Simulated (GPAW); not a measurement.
A run of GPAW 26.7.0 is set up as follows.

File run.py:

```python
from ase import Atoms
from ase.dft.bandgap import bandgap
from ase.io import write
from gpaw import GPAW, PW

atoms = Atoms(['Sb', 'Ga'],
              cell=[[0.0, 3.059, 3.059],
                    [3.059, 0.0, 3.059],
                    [3.059, 3.059, 0.0]],
              scaled_positions=[[0.75, 0.75, 0.75],
                                [0.0, 0.0, 0.0]],
              pbc=True)

calc = GPAW(mode=PW(450),
            xc='YS-PBE0',
            kpts={'size': (4, 4, 4), 'gamma': True},
            occupations={'name': 'fermi-dirac', 'width': 0.05},
            nbands=14,
            convergence={'density': 1e-05, 'energy': 1e-05},
            maxiter=60,
            txt='gpaw.txt')
atoms.calc = calc
energy = atoms.get_potential_energy()
forces = atoms.get_forces()
calc.write('gs.gpw')
write('result.traj', atoms)
print(f'Energy: {energy:.6f} eV')
print('Forces (eV/A):')
print(forces.round(4))
print('Fermi level:', round(calc.get_fermi_level(), 4), 'eV')
print(f'Gap: {bandgap(calc)[0]:.4f} eV, direct: {bandgap(calc, direct=True)[0]:.4f} eV')
```

Potentials or basis: GPAW PAW data sets (gpaw-data 1.2.1), pw.

Launch:

```bash
$ OMP_NUM_THREADS=1 python run.py
```

(1) Predict the band gap on the k mesh.

Answers

(1) 0.38 eV, direct.

Caveat: the k mesh is coarse (spacing up to 0.44 Å⁻¹), so the values aren't converged, least of all with exact exchange; exact exchange converges slowly with the k mesh, and this mesh is small; the PAW data sets were made with another functional, which shifts forces and pressure a little; spin-orbit coupling is left out, which moves the levels of the heavy elements.
